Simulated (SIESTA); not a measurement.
Runs of SIESTA 5.4.2 on Pb. It takes space group Fm-3m (No. 225, cubic). Conventional cell: a = 4.950 Å, b = 4.950 Å, c = 4.950 Å, α = 90.00°, β = 90.00°, γ = 90.00°. Pb (site symmetry m-3m) is surrounded by 12 Pb at 3.50 Å. 

```tsv
task	level	potentials or basis	cell	optimiser	force tolerance	stress tolerance (GPa)	MPI ranks	energy shift	gap on the mesh (eV)	pressure (GPa)	relaxed volume (Å³/atom)
band structure	PBE	PseudoDojo 0.4 standard (PBE files), TZP (energy shift 0.002 Ry)	as given	-	-	-	-	0.002 Ry	none	2.9	-
band structure	PBE	PseudoDojo 0.4 standard (PBE files), TZDP (energy shift 0.002 Ry)	as given	-	-	-	-	0.002 Ry	none	2.7	-
relaxation of cell and atoms	LDA	PseudoDojo 0.4 standard (LDA files), DZP (energy shift 0.01 Ry)	relaxed	Broyden	0.01 eV/Å	0.05	4	0.01 Ry	none	0.0	(b)
band structure	OLYP	PseudoDojo 0.4 standard (PBE files), DZP (energy shift 0.002 Ry; radii capped at 9.5 bohr)	as given	-	-	-	-	0.002 Ry	none	3.3	-
band structure	PBEsol	PseudoDojo 0.4 standard (PBEsol files), DZP (energy shift 0.002 Ry)	as given	-	-	-	-	0.002 Ry	none	-0.1	-
relaxation of cell and atoms	RGE2	PseudoDojo 0.4 standard (PBE files), DZP (energy shift 0.002 Ry)	relaxed	CG	0.02 eV/Å	-	-	0.002 Ry	none	-0.1	30.74
relaxation of cell and atoms	PBE	PseudoDojo 0.4 standard (PBE files), TZ (energy shift 0.005 Ry)	relaxed	-	0.01 eV/Å	-	-	0.005 Ry	none	0.0	31.75
band structure	VV10	PseudoDojo 0.4 standard (PBE files), DZP (energy shift 0.002 Ry)	as given	-	-	-	-	0.002 Ry	none	3.5	-
band structure	vdW-DF-cx	PseudoDojo 0.4 standard (PBE files), DZP (energy shift 0.002 Ry)	as given	-	-	-	-	0.002 Ry	none	(a)	-
relaxation of cell and atoms	PBE	PseudoDojo 0.4 standard (PBE files), TZP (energy shift 0.002 Ry)	relaxed	CG	0.04 eV/Å	-	-	0.002 Ry	none	0.0	32.24
band structure	PBE	PseudoDojo 0.4 standard (PBE files), DZP (energy shift 0.002 Ry)	as given	-	-	-	-	0.002 Ry	none	2.7	-
band structure	PBEGcGxHEG	PseudoDojo 0.4 standard (PBE files), DZP (energy shift 0.002 Ry)	as given	-	-	-	-	0.002 Ry	none	-1.4	-
```

Alike in all rows: no spin polarisation; k mesh 9 × 9 × 9; smearing fermi-dirac 0.05 eV; grid cutoff 500 Ry.

Question: Fill in the values left out.

Answer: (a) 0.3; (b) 29.66.

Caveats: semicore shells carry a single zeta, which can move pressures by several GPa and volumes by a few percent; the basis of atomic orbitals isn't converged, which shifts pressures, moduli and gaps; the potentials were made for another functional, which shifts forces and pressure (some runs); the basis has no polarisation orbitals (some runs); the non-local part is tabulated coarsely and may be off by about a percent (some runs).

A k mesh can miss the band edges, and the runs leave out spin-orbit coupling on Pb.

A gap of «none» marks a metal or a gap under the smearing width.

Not every run made on this cell is shown here.
